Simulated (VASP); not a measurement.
# ZnS (Wurtzite-4H) (P6_3mc) in VASP: settings compared

ZnS (Wurtzite-4H) is run at these levels: PBEsol, r2SCAN, RPBE; tasks: single point.

Program: VASP 6.6.1. These are calculated values, not measurements. Logs are shortened: lines on timing, memory, paths and dates and some standing lists are left out, and cuts for length are marked.

**What was measured.**

A printed reference work, monograph reports, for a bulk crystal of ZnS at 4 K: band gap 3.911 eV (direct).

How close the calculation comes is told below.

## 1. The cell of the first run

The structure is hexagonal, space group P6_3mc (No. 186). Conventional cell: a = 3.898 Å, b = 3.898 Å, c = 12.766 Å, α = 90.00°, β = 90.00°, γ = 120.00°. Within 3.2 Å of Zn (site symmetry 3m) lie 4 S at 2.39 Å. Within 3.2 Å of Zn (site symmetry 3m) lie 4 S at 2.39 Å. Within 3.2 Å of S (site symmetry 3m) lie 4 Zn at 2.39 Å. S (site symmetry 3m) has 4 Zn at 2.39 Å within 3.2 Å.

## 2. Single point, PBEsol

INCAR reads:

```
SYSTEM = ZnS
PREC = Accurate
ENCUT = 520
EDIFF = 1E-7
ISMEAR = -1
SIGMA = 0.05
LREAL = .FALSE.
LASPH = .TRUE.
NELM = 80
ALGO = Normal
ISIF = 2
LWAVE = .FALSE.
LCHARG = .FALSE.
GGA = PS
NBANDS = 46
```

KPOINTS reads:

```
Automatic mesh
0
G
  8 8 3
  0 0 0
```

POSCAR reads:

```
ZnS
1.0
    3.8976739363      0.0000000000      0.0000000000
   -1.9488369681      3.3754846444      0.0000000000
    0.0000000000      0.0000000000     12.7655525367
Zn S
4 4
Direct
    0.6666666667      0.3333333333      0.7500000000
    0.3333333333      0.6666666667      0.2500000000
    0.0000000000      0.0000000000      0.5000000000
    0.0000000000      0.0000000000      0.0000000000
    0.6666666667      0.3333333333      0.9375000000
    0.3333333333      0.6666666667      0.4375000000
    0.0000000000      0.0000000000      0.6875000000
    0.0000000000      0.0000000000      0.1875000000
```

Potentials or basis: VASP PAW PBE potentials, release 64 (Zn, S).

Started as:

```sh
cat potpaw_PBE.64/Zn/POTCAR potpaw_PBE.64/S/POTCAR > POTCAR
mpirun -np 1 vasp_std > vasp.out
```

OUTCAR:

```text
SYSTEM = ZnS
   PREC = Accurate
   ENCUT = 520
   EDIFF = 1E-7
   ISMEAR = -1
   LREAL = .FALSE.
   LASPH = .TRUE.
   NELM = 80
   ISIF = 2
   GGA = PS

 ion  position               nearest neighbor table
   1  0.667  0.333  0.750-   7 2.39   7 2.39   7 2.39   5 2.39
   2  0.333  0.667  0.250-   8 2.39   8 2.39   8 2.39   6 2.39
   3  0.000  0.000  0.500-   6 2.39   6 2.39   6 2.39   7 2.39
   4  0.000  0.000  0.000-   5 2.39   5 2.39   5 2.39   8 2.39
   5  0.667  0.333  0.938-   4 2.39   4 2.39   4 2.39   1 2.39
   6  0.333  0.667  0.438-   3 2.39   3 2.39   3 2.39   2 2.39
   7  0.000  0.000  0.688-   1 2.39   1 2.39   1 2.39   3 2.39
   8  0.000  0.000  0.188-   2 2.39   2 2.39   2 2.39   4 2.39

  LATTYP: Found a hexagonal cell.
 ALAT       =     3.8976739363
 C/A-ratio  =     3.2751719988

  Lattice vectors:

 A1 = (   3.8976739363,   0.0000000000,   0.0000000000)
 A2 = (  -1.9488369681,   3.3754846444,   0.0000000000)
 A3 = (   0.0000000000,   0.0000000000,  12.7655525367)

Analysis of symmetry for initial positions (statically):
=====================================================================
 Subroutine PRICEL returns:
 Original cell was already a primitive cell.

 Routine SETGRP: Setting up the symmetry group for a
 hexagonal supercell.

 Subroutine GETGRP returns: Found 12 space group operations
 (whereof  6 operations were pure point group operations)
 out of a pool of 24 trial point group operations.

The static configuration has the point symmetry C_3v.
 The point group associated with its full space group is C_6v.

Analysis of symmetry for dynamics (positions and initial velocities):
=====================================================================
 Subroutine PRICEL returns:
 Original cell was already a primitive cell.

 Routine SETGRP: Setting up the symmetry group for a
 hexagonal supercell.

 Subroutine GETGRP returns: Found 12 space group operations
 (whereof  6 operations were pure point group operations)
 out of a pool of 24 trial point group operations.

The dynamic configuration has the point symmetry C_3v.
 The point group associated with its full space group is C_6v.

 Subroutine INISYM returns: Found 12 space group operations
 (whereof  6 operations are pure point group operations),
 and found     1 'primitive' translations

----------------------------------------------------------------------------------------

[... 104 lines left out ...]
   NFREE  =      0    steps in history (QN), initial steepest desc. (CG)
   ISIF   =      2    stress and relaxation
   ISYM   =      2    0-nonsym 1-usesym 2-fastsym
   POTIM  = 0.5000    time-step for ionic-motion
   TEBEG  =    0.0;   TEEND  =   0.0 temperature during run
   PSTRESS=    0.0 pullay stress
   NELECT =      72.0000    total number of electrons
   NUPDOWN=      -1.0000    fix difference up-down
   EMIN   =  10.00;   EMAX   =-10.00  energy-range for DOS
   EFERMI =   0.00;   METHOD = LEGACY
   ISMEAR =    -1;   SIGMA  =   0.05  broadening in eV -4-tet -1-fermi 0-gaus
   EFERMI_NEDOS =   21; number of points for ismear=-14 and -15
   IALGO  =     38    algorithm
   IMIX   =      4    mixing-type and parameters
     AMIX     =   0.40;   BMIX     =  1.00
     AMIX_MAG =   1.60;   BMIX_MAG =  1.00
  volume/ion in A,a.u.               =      20.99       141.67
  Fermi-wavevector in a.u.,A,eV,Ry     =   1.234408  2.332692 20.732041  1.523762
  Thomas-Fermi vector in A             =   2.369099
   LORBIT       =      0    0 simple, 1 ext, 2 COOP (PROOUT), +10 PAW based schemes
   GGA     = PS    functional components
   LHFCALC =     F    Hartree Fock is set to
   AEXX    =    0.0000 exact exchange contribution
   IVDW    =     0    specifies the selected vdW correction
   LEPSILON=     F    determine dielectric tensor
   LRPA    =     F    only Hartree local field effects (RPA)
 non-spin polarized calculation
  energy-cutoff  :      520.00
  volume of cell :      167.95
 maximum number of plane-waves:      4554
 NGX is ok and might be reduce to    30

 number of electron      72.0000037 magnetization

 Free energy of the ion-electron system (eV)
  ---------------------------------------------------
  ext. energy  EPLUGINS =         0.00000000
  ---------------------------------------------------
  free energy    TOTEN  =       -30.08880886 eV

  energy without entropy =      -30.08880886  energy(sigma->0) =      -30.08880886

 E-fermi :   2.3762     XC(G=0):  -9.5567

 val. band max:        1.4634170563   @ k =   0.0000   0.0000   0.0000
 cond. band min:       3.2094069518   @ k =   0.0000   0.0000   0.0000
 fundamental gap:      1.7459898956
 Fermi energy:         2.3762066140

 k-point     1 :       0.0000    0.0000    0.0000
  band No.  band energies     occupation
      1     -11.2872      2.00000
      2     -10.9101      2.00000
      3     -10.8987      2.00000
      4     -10.4535      2.00000
      5      -4.6788      2.00000
      6      -4.6756      2.00000
[... 969 lines left out ...]
     45       8.5875      0.00000
     46       8.8300      0.00000

------------------------ aborting loop because EDIFF is reached ----------------------------------------

  FORCE on cell =-STRESS in cart. coord.  units (eV):
  Direction    XX          YY          ZZ          XY          YZ          ZX
  --------------------------------------------------------------------------------------
  -------------------------------------------------------------------------------------
  Total       -5.7979989     -5.7979989     -5.9392314     -0.0000000      0.0000000      0.0000000
  in kB      -55.3104836    -55.3104835    -56.6577819     -0.0000000      0.0000000      0.0000000
  external PRESSURE =     -55.7595830 kB  Pullay stress =       0.0000000 kB

 VOLUME and BASIS-vectors are now :
 -----------------------------------------------------------------------------
  energy-cutoff  :      520.00
  volume of cell :      167.95
      direct lattice vectors                 reciprocal lattice vectors
     3.897673936  0.000000000  0.000000000     0.256563278  0.148126877  0.000000000
    -1.948836968  3.375484644  0.000000000     0.000000000  0.296253755  0.000000000
     0.000000000  0.000000000 12.765552537     0.000000000  0.000000000  0.078335818

 POSITION                                       TOTAL-FORCE (eV/Angst)
 -----------------------------------------------------------------------------------
      1.94884      1.12516      9.57416         0.000000     -0.000000      0.000892
     -0.00000      2.25032      3.19139        -0.000000      0.000000      0.000892
      0.00000      0.00000      6.38278         0.000000     -0.000000      0.006889
      0.00000      0.00000      0.00000        -0.000000      0.000000      0.006889
      1.94884      1.12516     11.96771         0.000000     -0.000000      0.019492
     -0.00000      2.25032      5.58493        -0.000000     -0.000000      0.019492
      0.00000      0.00000      8.77632         0.000000     -0.000000     -0.027273
      0.00000      0.00000      2.39354         0.000000      0.000000     -0.027273
 -----------------------------------------------------------------------------------
    total drift:                               -0.000001     -0.000001     -0.000380

  FREE ENERGIE OF THE ION-ELECTRON SYSTEM (eV)
  ---------------------------------------------------
  free  energy   TOTEN  =       -30.0888088566 eV

  energy  without entropy=      -30.0888088555  energy(sigma->0) =      -30.08880886
```

OSZICAR:

```text
N       E                     dE             d eps       ncg     rms          rms(c)
DAV:   1     0.579323193566E+03    0.57932E+03   -0.33073E+04  1840   0.186E+03
DAV:   2     0.476211095602E+02   -0.53170E+03   -0.51173E+03  1848   0.428E+02
DAV:   3    -0.279694120540E+02   -0.75591E+02   -0.74577E+02  2058   0.150E+02
DAV:   4    -0.316367082481E+02   -0.36673E+01   -0.36512E+01  2236   0.332E+01
DAV:   5    -0.316945623151E+02   -0.57854E-01   -0.57827E-01  2180   0.423E+00    0.119E+01
DAV:   6    -0.300639460685E+02    0.16306E+01   -0.38614E+00  2770   0.432E+01    0.929E+00
DAV:   7    -0.301284410946E+02   -0.64495E-01   -0.34080E+00  2074   0.750E+00    0.379E+00
DAV:   8    -0.300892214378E+02    0.39220E-01   -0.19127E-01  2352   0.420E+00    0.852E-01
DAV:   9    -0.300882753166E+02    0.94612E-03   -0.43373E-02  2386   0.267E+00    0.272E-01
DAV:  10    -0.300885049511E+02   -0.22963E-03   -0.30544E-03  2336   0.562E-01    0.168E-01
DAV:  11    -0.300888754728E+02   -0.37052E-03   -0.10471E-03  2288   0.366E-01    0.910E-02
DAV:  12    -0.300888004608E+02    0.75012E-04   -0.45363E-04  2358   0.406E-01    0.206E-02
DAV:  13    -0.300888056115E+02   -0.51507E-05   -0.92992E-05  2380   0.881E-02    0.145E-02
DAV:  14    -0.300888083779E+02   -0.27664E-05   -0.16723E-05  2064   0.466E-02    0.467E-03
DAV:  15    -0.300888089470E+02   -0.56912E-06   -0.25490E-06  2490   0.143E-02    0.320E-03
DAV:  16    -0.300888090445E+02   -0.97491E-07   -0.33449E-06  2504   0.195E-02    0.213E-03
DAV:  17    -0.300888088915E+02    0.15300E-06   -0.38366E-07  1708   0.620E-03    0.101E-03
DAV:  18    -0.300888088566E+02    0.34919E-07   -0.78449E-08  1214   0.156E-03
   1 F= -.30088809E+02 E0= -.30088809E+02  d E =-.114423E-08
```

stdout:

```text
POSCAR found type information on POSCAR ZnS
 POSCAR found :  2 types and       8 ions
 scaLAPACK will be used
 -----------------------------------------------------------------------------
|                                                                             |
|                                                                             |
|     You enforced a specific xc type in the INCAR file but a different       |
|     I HOPE YOU KNOW WHAT YOU ARE DOING!                                     |
|                                                                             |
 -----------------------------------------------------------------------------

 LDA part: xc-table for (Slater+PW92), standard interpolation
 POSCAR, INCAR and KPOINTS ok, starting setup
 FFT: planning ... GRIDC
 FFT: planning ... GRID_SOFT
 FFT: planning ... GRID
 WAVECAR not read
 entering main loop
```

It took 3.1 min on 1 thread of AMD EPYC 7R13 (Zen 3), shared host; peak memory 0.3 GiB.

What came out:

| Item | Value |
| --- | --- |
| Free energy | -30.0888 eV |
| Pressure | -5.6 GPa |
| Largest force | 0.027 eV/Å |
| Band gap on the k mesh | 1.75 eV, direct |

Forces on the atoms (eV/Å):
```
Zn   0.000  0.000  0.001
Zn   0.000  0.000  0.001
Zn   0.000  0.000  0.007
Zn   0.000  0.000  0.007
S    0.000  0.000  0.019
S    0.000  0.000  0.019
S    0.000  0.000 -0.027
S    0.000  0.000 -0.027
```

Levels at points of the mesh, in eV from the valence-band top:
| k point | band 33 | band 34 | band 35 | band 36 | band 37 | band 38 | band 39 | band 40 |
| --- | --- | --- | --- | --- | --- | --- | --- | --- |
| (0.00, 0.00, 0.00) | -0.41 | -0.04 | 0.00 | 0.00 | 1.75 | 2.97 | 3.11 | 3.33 |
| (0.50, 0.00, 0.00) | -1.46 | -1.45 | -1.01 | -0.80 | 3.13 | 3.25 | 3.66 | 4.21 |

Caveat: the PAW data sets were made with another functional, which shifts forces and pressure a little.

## 3. Single point, r2SCAN

POSCAR is that of step 2.

INCAR.step1 reads:

```
  ALGO = Normal
  EDIFF = 1E-4
  ENCUT = 520
  GGA = PE
  ISMEAR = -1
  LASPH = T
  LCHARG = F
  LREAL = F
  LWAVE = T
  NBANDS = 46
  NELM = 60
  PREC = Accurate
  SIGMA = 0.05
```

INCAR.step2 reads:

```
  ALGO = Normal
  EDIFF = 1E-6
  ENCUT = 520
  ISIF = 2
  ISMEAR = -1
  ISTART = 1
  LASPH = T
  LCHARG = F
  LMIXTAU = T
  LREAL = F
  LWAVE = F
  METAGGA = R2SCAN
  NBANDS = 46
  NELM = 60
  PREC = Accurate
  SIGMA = 0.05
```

KPOINTS reads:

```
k-points
0
Gamma
  8 8 3
```

Potentials or basis: VASP PAW PBE potentials, release 64 (Zn, S).

Started as:

```sh
cat potpaw_PBE.64/Zn/POTCAR potpaw_PBE.64/S/POTCAR > POTCAR
cp INCAR.step1 INCAR
mpirun -np 1 vasp_std > vasp.out
cp INCAR.step2 INCAR
mpirun -np 1 vasp_std > vasp.out
```

Wall time 25 min (1 thread of AMD EPYC 7R13, shared host); peak memory 0.35 GiB.

Results (log left out):

```yaml
Free_energy: -75.2790 eV
Pressure: -4.7 GPa
Largest_force: 0.027 eV/Å
Band_gap_on_the_k_mesh: 2.42 eV, direct
```

Forces on the atoms (eV/Å):
```
Zn   0.000  0.000 -0.005
Zn   0.000  0.000 -0.005
Zn   0.000  0.000 -0.001
Zn   0.000  0.000 -0.001
S    0.000  0.000  0.027
S    0.000  0.000  0.027
S    0.000  0.000 -0.021
S    0.000  0.000 -0.021
```

Stress tensor (GPa, compression positive):
```
-4.69  0.00  0.00
 0.00 -4.69  0.00
 0.00  0.00 -4.82
```

Levels at points of the mesh, in eV from the valence-band top:
```tsv
k point	band 32	band 33	band 34	band 35	band 36	band 37	band 38	band 39	band 40	band 41
(0.00, 0.00, 0.00)	-0.42	-0.42	-0.04	0.00	0.00	2.42	3.58	3.73	3.96	6.88
(0.50, 0.00, 0.00)	-1.48	-1.47	-1.47	-1.02	-0.81	3.71	3.78	4.18	4.76	5.28
```

Caveat: the PAW data sets were made with another functional, which shifts forces and pressure a little.

[end of part 1 of 2]
